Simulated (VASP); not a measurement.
**SrO (strained rocksalt): a PBE single-point calculation in VASP**

INCAR

```
NBANDS = 15
LREAL = .FALSE.
LASPH = .TRUE.
PREC = Accurate
ENCUT = 520
EDIFF = 1E-7
ISMEAR = -1
LWAVE = .FALSE.
NELM = 120
SIGMA = 0.02
NSW = 0
LCHARG = .FALSE.
ISIF = 2
GGA = PE
IBRION = -1
```

KPOINTS

```
KPOINTS created by Atomic Simulation Environment
0
Gamma
8 8 8
0 0 0
```

KPOINTS_OPT

```
special points
7
Reciprocal
0.0000000000 0.0000000000 0.0000000000 1
0.5000000000 0.0000000000 0.5000000000 1
0.6250000000 0.2500000000 0.6250000000 1
0.3750000000 0.3750000000 0.7500000000 1
0.5000000000 0.5000000000 0.5000000000 1
0.5000000000 0.2500000000 0.7500000000 1
0.0000000000 0.5000000000 0.5000000000 1
```

POSCAR

```
Sr O
 1.0000000000000000
     0.0000000000000000    2.6314901723999999    2.6314901723999999
     2.6314901723999999    0.0000000000000000    2.6314901723999999
     2.6314901723999999    2.6314901723999999    0.0000000000000000
 Sr  O
   1   1
Cartesian
  0.0000000000000000  0.0000000000000000  0.0000000000000000
  2.6314901723999999  2.6314901723999999  2.6314901723999999
```

VASP ran with the recommended PBE PAW datasets (16 valence electrons in the cell).

Command

```
mpirun -np 1 vasp_std
```

From OUTCAR

```
k-points           NKPTS =     29   k-points in BZ     NKDIM =     29   number of bands    NBANDS=     15

   NELECT =      16.0000    total number of electrons

   dimension x,y,z NGX =    28 NGY =   28 NGZ =   28
   dimension x,y,z NGXF=    56 NGYF=   56 NGZF=   56

  energy-cutoff  :      520.00
  volume of cell :       36.44
      direct lattice vectors                 reciprocal lattice vectors
     0.000000000  2.631490172  2.631490172    -0.190006410  0.190006410  0.190006410
     2.631490172  0.000000000  2.631490172     0.190006410 -0.190006410  0.190006410
     2.631490172  2.631490172  0.000000000     0.190006410  0.190006410 -0.190006410

 k-points in reciprocal lattice and weights: KPOINTS created by Atomic Simulation Env
   0.00000000  0.00000000  0.00000000       0.002
   0.12500000  0.00000000  0.00000000       0.016
   0.25000000  0.00000000  0.00000000       0.016
   0.37500000  0.00000000  0.00000000       0.016
   0.50000000  0.00000000  0.00000000       0.008
   0.12500000  0.12500000  0.00000000       0.012
   0.25000000  0.12500000  0.00000000       0.047
   0.37500000  0.12500000  0.00000000       0.047
   ...

 E-fermi :   1.7748

 k-point     1 :       0.0000    0.0000    0.0000
  band No.  band energies     occupation
      1     -31.2968      2.00000
      2     -13.6545      2.00000
      3     -12.9985      2.00000
      4     -12.9985      2.00000
      5     -12.9985      2.00000
      6       1.3478      2.00000
      7       1.3478      2.00000
      8       1.3478      2.00000
      9       4.8520      0.00000
     10       7.3979      0.00000
     11       7.3979      0.00000
     12       7.3979      0.00000
     13       9.4127      0.00000
     14       9.4127      0.00000
     15      13.7126      0.00000

 k-point     2 :       0.1250    0.0000    0.0000
  band No.  band energies     occupation
      1     -31.2822      2.00000
      2     -14.0422      2.00000
      3     -13.0089      2.00000
      4     -13.0089      2.00000
      5     -12.6485      2.00000
      6       0.9122      2.00000
      7       1.1747      2.00000
      8       1.1747      2.00000
      9       5.5261      0.00000
     10       7.2521      0.00000
     11       7.6800      0.00000
     12       7.6800      0.00000
     13       9.7747      0.00000
     14       9.7747      0.00000
     15      14.6342      0.00000

 k-point     3 :       0.2500    0.0000    0.0000
  band No.  band energies     occupation
      1     -31.2468      2.00000
      2     -14.5713      2.00000
      3     -13.0337      2.00000
      4     -13.0337      2.00000
      5     -12.2104      2.00000
      6       0.1362      2.00000
      7       0.7981      2.00000
      8       0.7981      2.00000
      9       6.9380      0.00000
     10       7.2285      0.00000
     11       8.4420      0.00000
     12       8.4420      0.00000
     13      10.6869      0.00000
     14      10.6869      0.00000
     15      16.4161      0.00000

 k-point     4 :       0.3750    0.0000    0.0000
  band No.  band energies     occupation
      1     -31.2109      2.00000
      2     -14.9515      2.00000
      3     -13.0581      2.00000
      4     -13.0581      2.00000
      5     -11.9215      2.00000
      6      -0.4692      2.00000
      7       0.4657      2.00000
      8       0.4657      2.00000
      9       7.4055      0.00000
     10       8.5187      0.00000
     11       9.3586      0.00000
     12       9.3586      0.00000
     13      11.8360      0.00000
     14      11.8360      0.00000
     15      15.9387      0.00000

 k-point     5 :       0.5000    0.0000    0.0000
  band No.  band energies     occupation
      1     -31.1959      2.00000
      2     -15.0886      2.00000
      3     -13.0681      2.00000
      4     -13.0681      2.00000
      5     -11.8221      2.00000
      6      -0.6923      2.00000
      7       0.3382      2.00000
      8       0.3382      2.00000
      9       7.5975      0.00000
     10       9.2520      0.00000
     11       9.7950      0.00000
     12       9.7950      0.00000
     13      12.6029      0.00000
     14      12.6029      0.00000
     15      15.1242      0.00000

 k-point     6 :       0.1250    0.1250    0.0000
  band No.  band energies     occupation
      1     -31.2775      2.00000
      2     -14.0743      2.00000
      3     -13.0419      2.00000
      4     -13.0419      2.00000
      5     -12.5866      2.00000
      6       0.6469      2.00000
      7       1.2787      2.00000
      8       1.2787      2.00000
      9       5.6000      0.00000
     10       6.7676      0.00000
     11       7.9979      0.00000
     12       7.9979      0.00000
     13       9.6098      0.00000
     14      10.1256      0.00000
     15      14.9146      0.00000

 k-point     7 :       0.2500    0.1250    0.0000
  band No.  band energies     occupation
      1     -31.2491      2.00000
      2     -14.4239      2.00000
      3     -13.0826      2.00000
      4     -13.0665      2.00000
      5     -12.3264      2.00000
      6       0.1758      2.00000
      7       0.9914      2.00000
      8       1.0827      2.00000
      9       6.4986      0.00000
     10       6.5890      0.00000
     11       8.6351      0.00000
     12       8.7544      0.00000
     13      10.1542      0.00000
     14      10.8738      0.00000
     15      16.4754      0.00000

 k-point     8 :       0.3750    0.1250    0.0000
  band No.  band energies     occupation
      1     -31.2136      2.00000
      2     -14.7796      2.00000
      3     -13.1072      2.00000
      4     -13.1033      2.00000
      5     -12.0936      2.00000
      6      -0.2059      2.00000
      7       0.5733      2.00000
      8       0.7399      2.00000
      9       6.8052      0.00000
     10       7.8805      0.00000
     11       9.4242      0.00000
     12       9.6072      0.00000
     13      11.2792      0.00000
     14      11.7371      0.00000
     15      16.2012      0.00000

 k-point     9 :       0.5000    0.1250    0.0000
  band No.  band energies     occupation
      1     -31.1916      2.00000
      2     -14.9731      2.00000
      3     -13.1528      2.00000
      4     -13.1017      2.00000
      5     -11.9609      2.00000
      6      -0.4463      2.00000
      7       0.4166      2.00000
      8       0.4632      2.00000
      9       7.4212      0.00000
     10       8.4490      0.00000
     11       9.9997      0.00000
     12      10.1865      0.00000
     13      12.3795      0.00000
     14      12.6636      0.00000
     15      14.6214      0.00000

 k-point    10 :      -0.3750    0.1250    0.0000
  band No.  band energies     occupation
      1     -31.1965      2.00000
      2     -14.9439      2.00000
      3     -13.1809      2.00000
      4     -13.0693      2.00000
      5     -11.9568      2.00000
      6      -0.4414      2.00000
      7       0.3839      2.00000
      8       0.5731      2.00000
      9       7.4797      0.00000
     10       8.3540      0.00000
     11       9.5558      0.00000
     12       9.9879      0.00000
     13      12.2165      0.00000
     14      12.5483      0.00000
     15      14.8769      0.00000

 k-point    11 :      -0.2500    0.1250    0.0000
  band No.  band energies     occupation
      1     -31.2253      2.00000
      2     -14.7065      2.00000
      3     -13.1610      2.00000
      4     -13.0285      2.00000
      5     -12.0978      2.00000
      6      -0.1376      2.00000
      7       0.5351      2.00000
      8       0.9095      2.00000
      9       7.0657      0.00000
     10       7.4996      0.00000
     11       8.6363      0.00000
     12       9.3489      0.00000
     13      11.1512      0.00000
     14      11.4167      0.00000
     15      16.6725      0.00000

 k-point    12 :      -0.1250    0.1250    0.0000
  band No.  band energies     occupation
      1     -31.2608      2.00000
      2     -14.3470      2.00000
      3     -13.0897      2.00000
      4     -13.0034      2.00000
      5     -12.3710      2.00000
      6       0.3937      2.00000
      7       0.8539      2.00000
      8       1.1874      2.00000
      9       6.2925      0.00000
     10       6.9867      0.00000
     11       7.9094      0.00000
     12       8.5058      0.00000
     13      10.1042      0.00000
     14      10.4968      0.00000
     15      15.8670      0.00000

 k-point    13 :       0.2500    0.2500    0.0000
  band No.  band energies     occupation
      1     -31.2311      2.00000
      2     -14.3889      2.00000
      3     -13.1457      2.00000
      4     -13.1457      2.00000
      5     -12.4337      2.00000
      6       0.0843      2.00000
      7       1.1949      2.00000
      8       1.1949      2.00000
      9       5.6950      0.00000
     10       6.8148      0.00000
     11       9.4810      0.00000
     12       9.4810      0.00000
     13      10.1364      0.00000
     14      11.1928      0.00000
     15      17.6092      0.00000

 ...

  Total       -0.5915200     -0.5915200     -0.5915200      0.0000000      0.0000000     -0.0000000
  in kB      -26.0042751    -26.0042751    -26.0042751      0.0000000      0.0000000     -0.0000000
  external PRESSURE =     -26.0042751 kB  Pullay stress =       0.0000000 kB

 POSITION                                       TOTAL-FORCE (eV/Angst)
 -----------------------------------------------------------------------------------
      0.00000      0.00000      0.00000         0.000000      0.000000      0.000000
      2.63149      2.63149      2.63149        -0.000000     -0.000000     -0.000000
 -----------------------------------------------------------------------------------
    total drift:                                0.000000      0.000000      0.000000

  FREE ENERGIE OF THE ION-ELECTRON SYSTEM (eV)
  ---------------------------------------------------
  free  energy   TOTEN  =       -12.0459714853 eV

  energy  without entropy=      -12.0459714853  energy(sigma->0) =      -12.04597149
```

```yaml
gap_between_bands_v_and_c: 3.29 eV
least_direct_gap: 3.42 eV
pressure: -2.6 GPa
```

Band v is the last that the valence electrons fill when counted band by band, and c is the next.

The run took about 16 s on one core of a shared host (Intel Xeon Platinum 8488C) and held 0.17 GiB at most.
